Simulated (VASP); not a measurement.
Set up this calculation in VASP 6.6.1, as an ASE script.

- Task: single point
- Functional: PBEsol
- Potentials or basis: VASP PAW PBE potentials, release 64 (Sn, Se)
- Cutoff: 500 eV
- k mesh: 8 × 8 × 8
- Occupations: gaussian, width 0.1 eV
- Spin: no spin polarisation
- Further INCAR settings: ALGO = Normal; EDIFF = 1.00e-06

The structure of SnSe lies in SnSe.cif:

```cif
data_SnSe
_cell_length_a 4.25678282
_cell_length_b 4.25678282
_cell_length_c 4.25678282
_cell_angle_alpha 60.00000000
_cell_angle_beta 60.00000000
_cell_angle_gamma 60.00000000
_space_group_name_H-M_alt 'P1'
_space_group_name_Hall 'P 1'
_space_group_IT_number 1
loop_
_space_group_symop_operation_xyz
'x,y,z'
loop_
_atom_site_label
_atom_site_type_symbol
_atom_site_symmetry_multiplicity
_atom_site_Wyckoff_symbol
_atom_site_fract_x
_atom_site_fract_y
_atom_site_fract_z
_atom_site_occupancy
Sn1 Sn 1 a 0.0000000000 0.0000000000 0.0000000000 1
Se1 Se 1 a 0.5000000000 0.5000000000 0.5000000000 1
```

Measurements of this composition are mostly on another form, of space group No. 62.

These files were run (other wordings do the same):

run.py

```python
from ase.calculators.vasp import Vasp
from ase.dft.bandgap import bandgap
from ase.io import read

atoms = read('SnSe.cif')
calc = Vasp(
    directory='calc',
    xc='pbesol',
    pp='PBE',
    setups='minimal',
    prec='Accurate',
    encut=500,
    ediff=1e-06,
    ismear=0,
    sigma=0.1,
    lreal=False,
    lasph=True,
    nelm=100,
    algo='Normal',
    isif=2,
    lwave=False,
    lcharg=False,
    kpts=[8, 8, 8],
    gamma=True,
)
atoms.calc = calc

print('energy (eV):', atoms.get_potential_energy())
print('free energy (eV):', atoms.get_potential_energy(force_consistent=True))
print('forces (eV/A):')
print(atoms.get_forces())
print('stress (eV/A^3, Voigt):', atoms.get_stress())
print('Fermi level (eV):', calc.get_fermi_level())
gap, top, bottom = bandgap(calc)
print('band gap (eV):', gap, 'from (spin, k, band)', top, 'to', bottom)
```

Potentials or basis: VASP PAW PBE potentials, release 64 (Sn, Se).

Run with:

```sh
$ python run.py
```

Results of the run:

```json
{
 "Pressure": "-2.0 GPa",
 "Band gap on the k mesh": "0.65 eV, direct"
}
```

Caveat: the PAW data sets were made with another functional, which shifts forces and pressure a little; spin-orbit coupling is left out, which moves the levels of the heavy elements.

It took 20 s on 1 thread of Intel(R) Xeon(R) Platinum 8488C (Sapphire Rapids), with other jobs on the host, peak memory 0.18 GiB.
